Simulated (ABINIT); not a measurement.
Planning a run of ABINIT 10.8.3 on ZnSe (Stilleite). The input:

```
acell 3*1.0 Angstrom
rprim 
  -0.000000000000 2.833800000000 2.833800000000
  2.833800000000 -0.000000000000 2.833800000000
  2.833800000000 2.833800000000 0.000000000000
ntypat 2
znucl 30 34
natom 2
typat 1 2
xred 
  0.000000000000 0.000000000000 0.000000000000
  0.250000000000 0.250000000000 0.250000000000
pp_dirpath "pseudos"
pseudos "Zn.upf, Se.upf"
ecut 48
ngkpt 12 12 12
nshiftk 1
shiftk 0 0 0
kptopt 1
chksymbreak 0
istwfk *1
occopt 1
irdwfk 1
optdriver 99
bs_calctype 1
mbpt_sciss 0.720 eV
bs_loband 20
nband 23
bs_exchange_term 1
bs_coulomb_term 21
bs_coupling 0
bs_algorithm 1
bs_freq_mesh 0 5 0.05 eV
zcut 0.1 eV
ecuteps 3
ecutwfn 24
inclvkb 2
mdf_epsinf 7.39
irdden 1
indata_prefix "in"
outdata_prefix "out"
tmpdata_prefix "tmp"
```

```sh
OMP_NUM_THREADS=1 mpirun -n 8 abinit run.abi > log
```

Q: How long will it take on 8 MPI ranks of Arm Neoverse V1, shared host, and how much memory?

It took 14 min; on shared hardware allow 7.2 min to 29 min. Peak host memory was 3.1 GiB.

The kernel grows as the square of the matrix size, and full diagonalisation as its cube.

[Paths, hosts, dates, memory and timing lines, banners, echoed tables and standing remarks are left out of the program output.]

[Logs are printed without paths, hosts, clocks, repeated set-up lines and the standing remarks that a program may print on its own settings, such as how far it seeks lower states.]

[Runs of the session that timed out or met a known fault of the program may be left out.]

[Hosts, paths, dates, database ids (printed as entryN), source tags and the programs' standing remarks are cut or masked in the printed files.]

[G0W0 gaps are taken among the corrected bands and points alone; a level outside them can change the order at an edge.]

[Where Ansatz stands beside ABINIT at settings called matched, ABINIT's density can come from a denser mesh and the files from another edition; pairs whose starting gaps differed by over 0.03 eV were left out, so agreement reads better than it is.]
